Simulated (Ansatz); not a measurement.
## Bi₂Se₃: a prediction, then the measurements

Theory: DFT PBEsol, scalar-relativistic, plane waves, PAW in Ansatz.

Plane waves to 420 eV, a k mesh through Γ of 12×12×12 on the computed 5-atom cell and Gaussian smearing (0.01 eV); no spin polarisation.

Relaxed structure, symmetry kept:

```cif
data_structure
_symmetry_space_group_name_H-M 'R-3m:H'
_symmetry_Int_Tables_number 166
_cell_length_a 4.1303
_cell_length_b 4.1303
_cell_length_c 28.6197
_cell_angle_alpha 90.000
_cell_angle_beta 90.000
_cell_angle_gamma 120.000
_cell_volume 422.83
loop_
_atom_site_label
_atom_site_type_symbol
_atom_site_symmetry_multiplicity
_atom_site_Wyckoff_symbol
_atom_site_fract_x
_atom_site_fract_y
_atom_site_fract_z
_atom_site_occupancy
Bi1 Bi 6 c 0.66667 0.33333 0.73359 1
Se1 Se 3 a 0.00000 0.00000 0.00000 1
Se2 Se 6 c 0.33333 0.66667 0.87831 1
```

```json
{
 "Space group": "R-3m (No. 166)",
 "Volume per atom": "28.19 Å³",
 "Formation energy from the elements' standard states (uncorrected)": "-0.379 eV/atom",
 "Kohn–Sham band gap": "0.12 eV, direct at Γ",
 "Löwdin character of the top 1 eV of the valence band": "Se 4p 83 %, Bi 6s 9 %",
 "Löwdin character of the lowest 1 eV of the conduction band": "Bi 6p 61 %, Se 4p 25 %, Se 4s 9 %",
 "Electron masses at the edge by Cartesian direction of the standard setting (m_e; degenerate bands sorted by energy; no spin-orbit coupling)": "x: 0.091; y: 0.091; z: 0.088",
 "Hole masses at the edge by Cartesian direction of the standard setting (m_e; degenerate bands sorted by energy; no spin-orbit coupling)": "x: 0.14; y: 0.14; z: 0.087",
 "Bader charges (e)": "Bi (2 in the cell) 0.99, Se (1 in the cell) -0.81, Se (2 in the cell) -0.58"
}
```

Spin-orbit coupling is left out, which matters for the bands of heavy elements.

**The experiment to reproduce.**

From “Structural and magneto-transport studies of iron intercalated Bi2Se3 single crystals”, 2020, arxiv:2002.03609, for a powder of Bi2Se3 at 300 K: lattice constant a 4.1375 ± 0.0006 Å.

“Crystal Growth and Magneto-transport of Bi2Se3 Single crystals”, 2017, arxiv:1701.06280 reports, for a powder of Bi2Se3 at 300 K: lattice constant c 28.701 ± 0.0007 Å.

A measured lattice constant a of Bi2Se3 is 4.1375 Å (300 K; powder; the paper above); the calculated 4.130 Å misses it by -0.2 %. 4 values of this kind are on record (4.1265 to 4.1375 Å); this one was drawn at random among those near their median, those with a stated uncertainty first. Against the measured lattice constant c of Bi2Se3, 28.701 Å (300 K; powder; the paper above), the calculated 28.620 Å is off by -0.3 %. 3 values of this kind are on record (28.6307 to 28.701 Å); this one was drawn at random among those near their median, those with a stated uncertainty first. The calculation is for 0 K without zero-point motion.

Cost: 3 runs of about 6.2 core-minutes in all, on Arm Neoverse V2 (shared hosts).